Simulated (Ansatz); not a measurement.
Two Ansatz runs on Bi

The cell is a measured one (Crystallography Open Database entry 8100521); the temperature and pressure of the measurement aren't taken into account, and nothing was relaxed.

First run: DFT, PBEsol, PAW with Ansatz's default frozen-core files, scalar-relativistic (Ansatz 0.2.0).

Command: `ansatz run input.yaml --threads 1 --pin off --max-ram 2048MiB --backend cpu --events-out ev --progress --plain --runs-dir out` The run took 14 s on 1 thread of Arm Neoverse V2, with other jobs on the host, peak memory 0.47 GiB.

```yaml
crystal:
  lattice:
    - [3.33628, -3.0554, 0.0]
    - [3.33628, 3.0554, 0.0]
    - [-1.15098, 0.0, 3.09291]
  atoms:
    - { symbol: Bi, position: [0.2518, 0.2518, 0.149] }
    - { symbol: Bi, position: [0.7482, 0.7482, 0.851] }
kpoints:
  mp_grid: { grid: [8, 8, 11] }
  band_path:
    path:
      - [0.0, 0.0, 0.0]
      - [-0.4887142109, 0.4887142109, 0.0]
      - [-0.5112857891, -0.4887142109, 0.0]
      - [-0.5, -0.5, 0.0]
      - [0.0, 0.0, 0.0]
      - [-0.5, -0.5, 0.5]
      - [-0.6796217385, -0.3203782615, 0.5]
      - [-0.3203782615, 0.3203782615, 0.5]
      - [0.0, 0.0, 0.5]
    npoints: 5
scf:
  occupations: { method: fermi_dirac, width: 0.05 }
hamiltonian:
  xc: pbesol
  pseudopotentials: { kind: paw }
output:
  forces: true
  stress: true
  eigenvalues: true
  efg: { contact_densities: true }
```

Result: converged; pressure 1.20 GPa; largest force 0.081 eV/Å; no gap on the k mesh; 6 SCF iterations.

Spin–orbit coupling is left out, though it moves levels of the heavy atoms by tenths of an eV or more.

A second run of a changed input logged this at its end:

```
Error: inconsistent input (magnetization.spin_polarized): false but per-atom `spin:`, `per_species`, `initial_magnetization`, `magnetic_field`, or `spin_locking` is set
```

Q: What was wrong with the input?

A: A moment without spin polarisation, by this change (others could give a like log):
```diff
@@ -5,5 +5,5 @@
     - [-1.15098, 0.0, 3.09291]
   atoms:
-    - { symbol: Bi, position: [0.2518, 0.2518, 0.149] }
+    - { symbol: Bi, position: [0.2518, 0.2518, 0.149], spin: 2.0 }
     - { symbol: Bi, position: [0.7482, 0.7482, 0.851] }
 kpoints:
@@ -23,4 +23,5 @@
 scf:
   occupations: { method: fermi_dirac, width: 0.05 }
+  max_iter: 75
 hamiltonian:
   xc: pbesol
```
